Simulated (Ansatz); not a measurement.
**NaH: reading a single point**

```
CELL_PARAMETERS angstrom
0.00000 2.47389 2.47389
2.47389 0.00000 2.47389
2.47389 2.47389 0.00000
ATOMIC_POSITIONS crystal
Na 0.00000 0.00000 0.00000
H 0.50000 0.50000 0.50000
```

Level: PBEsol, no spin polarisation; 420 eV; 9×9×9 Γ-centred mesh; fermi-dirac occupations (width 0.1 eV); Ansatz 0.2.0, fixed geometry.

Task: What is the band gap?

Result: The gap is 3.46 eV, indirect (the least direct gap found is 4.32 eV).

Task: Which orbitals make up the band edges?

Result: Within 0.7 eV of the edges, the states project mainly on H s (92 %) below the gap and on Na s (83 %) above it.

Task: Is the cell too large or too small?

Result: The pressure is -1.9 GPa (compression positive), so with the atoms held at these fractions the cell would first shrink.

Task: What do density and ELF say about some of the short contacts?

Result: Na–H at 2.47 Å: least valence density 0.07 e/Å³ and ELF 0.03 there, a closed-shell (ionic or weak) contact. Both are smooth PAW fields, read partly inside the augmentation spheres.

Origin: a database entry at a rescaled volume. Caveats: the mesh misses a band edge that the path finds.
